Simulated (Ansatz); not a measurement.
## A series in volume per atom on CdSe

Results calculated with Ansatz 0.2.0, not measured. Periodic Kohn-Sham DFT of a crystal at fixed atoms; pressure and stress are positive in compression; the energy is the free energy less that of spherical unpolarised free atoms; site moments are those in the method's own spheres, positive along +z.

Cell of the first row (space group Fm-3m, No. 225):
```
CdSe
1.0
      0.0000     2.8158     2.8158
      2.8158     0.0000     2.8158
      2.8158     2.8158     0.0000
Cd Se
1 1
Direct
  0.00000 0.00000 0.00000
  0.50000 0.50000 0.50000
```

Settings of every row: method frozen-core PAW; functional PBEsol; relativity scalar; k mesh 11x11x11; filling fermi-dirac; smearing width 0.05 eV; wave cutoff 420 eV; paw set soft_2.

Atom start moment: 0 on all atoms.

Limits: PAW files made with PBE; the cell comes from a prototype or a list of computed structures and needn't be the stable phase.

| row | volume per atom (Å³) | pressure (GPa) |
| --- | --- | --- |
| 1 | 22.325 | -0.155 |
| 2 | 23.263 | -2.772 |
| 3 | 23.738 | -3.868 |
| 4 | 24.213 | ? |
| 5 | 25.162 | -6.449 |

Question: what pressure should row 4 give?

Worked fit of pressure. Take u = (V_r/V)^(2/3) − 1 with V_r = 23.501 Å³ an atom, which is twice the finite (Eulerian) strain; such expansions in the strain, on which the Birch-Murnaghan equation of state is built, carry the rest volume and the bulk modulus. The shown rows have u = 0.03482, 0.00681, -0.00667, -0.04451. Least squares give pressure = −3.3378 + 81.945 × u + 270.96 × u² GPa; a straight line predicts inner rows, each left out in turn, worse (root mean square 0.28 against 0.0095 GPa). The rows lie off it by 0.001, -0.005, 0.004, -0.001 (root mean square 0.0033 GPa). The withheld row has u = -0.0197, so the fit gives −3.3378 + 81.945 × (-0.0197) + 270.96 × (-0.0197)² = -4.847 GPa.

The calculation gave -4.839 GPa. The fit lies 0.008 GPa (0.13 % of the column's range) below it; its largest miss of a shown row is 0.005 GPa.
